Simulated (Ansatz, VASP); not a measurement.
**Two plane-wave programs on BN**

The input POSCAR:

```
BN
1.0
    2.5439500013      0.0000000000      0.0000000000
   -1.2719750007      2.2031253271      0.0000000000
    0.0000000000      0.0000000000      4.3546680915
B N
2 2
Direct
    0.3333333333      0.6666666667     -0.0007077894
    0.6666666667      0.3333333333      0.4992922106
    0.3333333333      0.6666666667      0.3757077894
    0.6666666667      0.3333333333      0.8757077894
```

Contents of INCAR.step1:

```
SYSTEM = BN
  PREC = Accurate
  ENCUT = 520
  ISMEAR = 0
  SIGMA = 0.01
  LREAL = .FALSE.
  LASPH = .TRUE.
  NELM = 100
  NBANDS = 16
  GGA = PE
  ALGO = Normal
  EDIFF = 1E-4
  LWAVE = .TRUE.
  LCHARG = .FALSE.
```

Contents of INCAR.step2:

```
SYSTEM = BN
  PREC = Accurate
  ENCUT = 520
  EDIFF = 1E-6
  ISMEAR = 0
  SIGMA = 0.01
  LREAL = .FALSE.
  LASPH = .TRUE.
  NELM = 100
  ALGO = Normal
  ISIF = 2
  LWAVE = .FALSE.
  LCHARG = .FALSE.
  METAGGA = R2SCAN
  LMIXTAU = .TRUE.
  NBANDS = 16
  ISTART = 1
```

KPOINTS

```
regular mesh
0
G
  12 12 6
  0 0 0
```

Input for Ansatz:

```yaml
crystal:
  lattice:
    - [2.5439500013, 0.0, 0.0]
    - [-1.2719750007, 2.2031253271, 0.0]
    - [0.0, 0.0, 4.3546680915]
  atoms:
    - { symbol: B, position: [0.3333333333, 0.6666666667, -0.0007077894] }
    - { symbol: B, position: [0.6666666667, 0.3333333333, 0.4992922106] }
    - { symbol: "N", position: [0.3333333333, 0.6666666667, 0.3757077894] }
    - { symbol: "N", position: [0.6666666667, 0.3333333333, 0.8757077894] }
kpoints:
  mp_grid: { grid: [12, 12, 6] }
  band_path:
    path:
      - [0.0, 0.0, 0.0]
      - [0.5, 0.0, 0.0]
      - [0.3333333333, 0.3333333333, 0.0]
      - [0.0, 0.0, 0.5]
      - [0.5, 0.0, 0.5]
      - [0.3333333333, 0.3333333333, 0.5]
      - [0.1, 0.0, 0.0]
    npoints: 1
hamiltonian:
  xc: r2scan
scf:
  occupations: { method: fixed }
  n_extra_bands: 5
output:
  forces: true
  stress: true
  eigenvalues: true
```

Change from the starting cell: uniaxial_z strain +3.5%.

Alike in both runs: task single point; functional r2SCAN; k mesh 12 × 12 × 6; no spin polarisation.

|  | VASP | Ansatz |
| --- | --- | --- |
| version | VASP 6.6.1 | Ansatz 0.2.0 |
| potentials or method | VASP PAW PBE potentials, release 64 (B, N) | plane waves, PAW |
| plane-wave cutoff (eV) | 520 | 500 |
| occupations | gaussian, width 0.01 eV | fixed |
| valence electrons in the cell | 16 | 16 |

Ansatz gave:

```
gap on the k mesh at the Fermi level (eV)       : 5.80
pressure (GPa)                                  : -11.9
largest component of the traceless stress (GPa) : 20.09
rms of the force components (eV/Å)              : 0.001
```

Estimate VASP's values.

gap on the k mesh at the Fermi level (eV): 5.77; pressure (GPa): -10.9; largest component of the traceless stress (GPa): 20.27; rms of the force components (eV/Å): 0.007.

Atom by atom the forces differ by 0.008 eV/Å (rms over components).

Caveats: the PAW data sets were made with another functional, which shifts forces and pressure a little (VASP). A k mesh can miss the band edges.
